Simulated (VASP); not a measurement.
# MgO (P-6m2) in VASP: notebook, part 2 of 2

VASP 6.6.1.

## 4. Single point, PBE

INCAR reads:

```
PREC = Accurate ; ENCUT = 450
EDIFF = 1E-6 ; ISMEAR = 0
SIGMA = 0.02 ; LREAL = False
LASPH = True ; NELM = 80
ALGO = Fast ; ISIF = 2
LWAVE = False ; LCHARG = False
GGA = PE
```

KPOINTS reads:

```
regular mesh
0
Gamma
  5 5 5
```

POSCAR reads:

```
MgO
1.0
    2.9380209034      0.0000000000      0.0000000000
   -1.4690104517      2.5444007392      0.0000000000
    0.0000000000      0.0000000000      2.6796800000
Mg O
1 1
Direct
    0.0000000000      0.0000000000      0.0000000000
    0.3333333333      0.6666666667      0.5000000000
```

Potentials or basis: VASP PAW PBE potentials, release 64 (Mg_GW, O_GW).

Started as:

```sh
$ cat potpaw_PBE.64/Mg_GW/POTCAR potpaw_PBE.64/O_GW/POTCAR > POTCAR
$ mpirun -np 1 vasp_std > vasp.out
```

OUTCAR:

```text
PREC = Accurate
   ENCUT = 450
   EDIFF = 1E-6
   ISMEAR = 0
   LREAL = False
   LASPH = True
   NELM = 80
   ISIF = 2
   GGA = PE

 ion  position               nearest neighbor table
   1  0.000  0.000  0.000-   2 2.16   2 2.16   2 2.16   2 2.16   2 2.16   2 2.16
   2  0.333  0.667  0.500-   1 2.16   1 2.16   1 2.16   1 2.16   1 2.16   1 2.16

  LATTYP: Found a hexagonal cell.
 ALAT       =     2.9380209034
 C/A-ratio  =     0.9120697531

  Lattice vectors:

 A1 = (   2.9380209034,   0.0000000000,   0.0000000000)
 A2 = (  -1.4690104517,   2.5444007392,   0.0000000000)
 A3 = (   0.0000000000,   0.0000000000,   2.6796800000)

Analysis of symmetry for initial positions (statically):
=====================================================================
 Subroutine PRICEL returns:
 Original cell was already a primitive cell.

 Routine SETGRP: Setting up the symmetry group for a
 hexagonal supercell.

 Subroutine GETGRP returns: Found 12 space group operations
 (whereof 12 operations were pure point group operations)
 out of a pool of 24 trial point group operations.

The static configuration has the point symmetry D_3h.

Analysis of symmetry for dynamics (positions and initial velocities):
=====================================================================
 Subroutine PRICEL returns:
 Original cell was already a primitive cell.

 Routine SETGRP: Setting up the symmetry group for a
 hexagonal supercell.

 Subroutine GETGRP returns: Found 12 space group operations
 (whereof 12 operations were pure point group operations)
 out of a pool of 24 trial point group operations.

The dynamic configuration has the point symmetry D_3h.

 Subroutine INISYM returns: Found 12 space group operations
 (whereof 12 operations are pure point group operations),
 and found     1 'primitive' translations

----------------------------------------------------------------------------------------

                                     Primitive cell

  volume of cell :      20.0320
[... 104 lines left out ...]
   GGA     = PE    functional components
   LHFCALC =     F    Hartree Fock is set to
   AEXX    =    0.0000 exact exchange contribution
   IVDW    =     0    specifies the selected vdW correction
   LEPSILON=     F    determine dielectric tensor
   LRPA    =     F    only Hartree local field effects (RPA)
 non-spin polarized calculation
 RMM-DIIS sequential band-by-band and
 Gauss-broadening in eV      SIGMA  =   0.02
  energy-cutoff  :      450.00
  volume of cell :       20.03
 maximum number of plane-waves:       448
   NGX = 11   NGY = 11   NGZ =  9

 number of electron       7.9999994 magnetization

 Free energy of the ion-electron system (eV)
  ---------------------------------------------------
  ext. energy  EPLUGINS =         0.00000000
  ---------------------------------------------------
  free energy    TOTEN  =       -11.23884497 eV

  energy without entropy =      -11.23884497  energy(sigma->0) =      -11.23884497

 E-fermi :   3.3788     XC(G=0): -10.7316

 val. band max:        3.2908474629   @ k =   0.4000   0.2000   0.0000
 cond. band min:       6.3023917068   @ k =   0.0000   0.0000   0.0000
 fundamental gap:      3.0115442439
 Fermi energy:         3.3788128054

 k-point     1 :       0.0000    0.0000    0.0000
  band No.  band energies     occupation
      1     -14.1275      2.00000
      2       2.7084      2.00000
      3       2.7084      2.00000
      4       2.9073      2.00000
      5       6.3024      0.00000
      6      15.1783      0.00000
      7      18.8390      0.00000
      8      18.8390      0.00000
[... 144 lines left out ...]
 k-point    15 :       0.4000    0.2000    0.4000
  band No.  band energies     occupation
      1     -12.3571      2.00000
      2       0.0070      2.00000
      3       0.1252      2.00000
      4       1.5433      2.00000
      5       9.7504      0.00000
      6      14.5206      0.00000
      7      16.4581      0.00000
      8      18.0566      0.00000

------------------------ aborting loop because EDIFF is reached ----------------------------------------

  FORCE on cell =-STRESS in cart. coord.  units (eV):
  Direction    XX          YY          ZZ          XY          YZ          ZX
  --------------------------------------------------------------------------------------
  -------------------------------------------------------------------------------------
  Total       -0.3931472     -0.3931472     -0.4072487      0.0000000      0.0000000      0.0000000
  in kB      -31.4443399    -31.4443399    -32.5721901      0.0000000      0.0000000      0.0000000
  external PRESSURE =     -31.8202900 kB  Pullay stress =       0.0000000 kB

 VOLUME and BASIS-vectors are now :
 -----------------------------------------------------------------------------
  energy-cutoff  :      450.00
  volume of cell :       20.03
      direct lattice vectors                 reciprocal lattice vectors
     2.938020903  0.000000000  0.000000000     0.340365175  0.196509926  0.000000000
    -1.469010452  2.544400739  0.000000000     0.000000000  0.393019851  0.000000000
     0.000000000  0.000000000  2.679680000     0.000000000  0.000000000  0.373178887

 POSITION                                       TOTAL-FORCE (eV/Angst)
 -----------------------------------------------------------------------------------
      0.00000      0.00000      0.00000         0.000000     -0.000000      0.000000
     -0.00000      1.69627      1.33984        -0.000000      0.000000      0.000000
 -----------------------------------------------------------------------------------
    total drift:                               -0.000001      0.000000     -0.000000

  FREE ENERGIE OF THE ION-ELECTRON SYSTEM (eV)
  ---------------------------------------------------
  free  energy   TOTEN  =       -11.2388449700 eV

  energy  without entropy=      -11.2388449700  energy(sigma->0) =      -11.23884497
```

Wall time 4 s (1 thread of Intel Xeon Platinum 8488C (Sapphire Rapids), shared host); peak memory 0.12 GiB.

Results:

- Free energy: -11.2388 eV
- Band gap on the k mesh: 3.01 eV, indirect (least direct gap 3.40 eV)

Caveat: the k mesh is coarse (spacing up to 0.49 Å⁻¹), so the values aren't converged; the cutoff is under 1.25 times the usual one of these potentials, so pressure, stress and relaxed cells hold a basis-set (Pulay) error; an odd mesh through Γ misses points on the zone boundary, where band edges often lie. As with any semilocal functional, this PBE gap is likely too small.

## 5. The reference run

An earlier run on the cell as given: functional PBE; potentials or basis VASP PAW PBE potentials, release 64 (Mg, O); cutoff 520 eV; k mesh 10 × 10 × 10; occupations fermi-dirac, width 0.05 eV; no spin polarisation.

- Pressure: -0.7 GPa
- Band gap on the k mesh: 3.01 eV, indirect (least direct gap 3.40 eV)

## 6. The runs side by side

```csv
task,level,potentials or basis,cell,k mesh,cutoff (eV),smearing,mesh quality,gap on the mesh (eV),pressure (GPa)
relaxation of the atoms,r2SCAN,"VASP PAW PBE potentials, release 64 (Mg, O)","atoms relaxed from: atoms moved at random, drawn with an rms of 0.02 Å",10 × 10 × 10,520,gaussian 0.05 eV,not flagged,3.77,-6.2
single point,r2SCAN,"VASP PAW PBE potentials, release 64 (Mg, O)",as given,10 × 10 × 10,520,fermi-dirac 0.05 eV,not flagged,3.77,-6.2
single point,PBE,"VASP PAW PBE potentials, release 64 (Mg_GW, O_GW)",as given,5 × 5 × 5,450,gaussian 0.02 eV,coarse,3.01,-
single point,PBE,"VASP PAW PBE potentials, release 64 (Mg, O)",as given,10 × 10 × 10,520,fermi-dirac 0.05 eV,not flagged,3.01,-0.7
```

Alike in all rows: no spin polarisation.

Caveats: some runs use coarse meshes; the PAW data sets were made with another functional, which shifts forces and pressure a little (some runs); the cutoff is under 1.25 times the usual one of these potentials, so pressure, stress and relaxed cells hold a basis-set (Pulay) error (some runs); an odd mesh through Γ misses points on the zone boundary, where band edges often lie (some runs).

Absolute energies hang on the potentials; compare differences alone.
